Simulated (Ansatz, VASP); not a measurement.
## One calculation of Sn, two programs

```xyz
1
Lattice="-1.9704 1.9704 1.9704 1.9704 -1.9704 1.9704 1.9704 1.9704 -1.9704" Properties=species:S:1:pos:R:3 pbc="T T T"
Sn    0.0000    0.0000    0.0000
```

Change from the starting cell: strain +0.040 along x and y, +0.040 along z, atoms carried along.

Alike in both runs: task single point; functional PBEsol; dispersion D3(BJ); k mesh 18 × 18 × 18; occupations gaussian, width 0.15 eV; no spin polarisation.

```csv
,VASP,Ansatz
version,VASP 6.6.1,Ansatz 0.2.0
potentials or method,"VASP PAW PBE potentials, release 64 (Sn_d)","scalar-relativistic, plane waves, PAW"
plane-wave cutoff (eV),520,420
valence electrons in the cell,14,14
```

```csv
,VASP,Ansatz,Ansatz less VASP
gap on the k mesh at the Fermi level (eV),none,none,-
pressure (GPa),-7.8,-7.7,+0.06
```

A gap of «none» marks a metal or a gap that the smearing closes.

Caveats: the PAW data sets were made with another functional, which shifts forces and pressure a little (VASP); pairwise dispersion overbinds metals, which lowers pressure and volume.
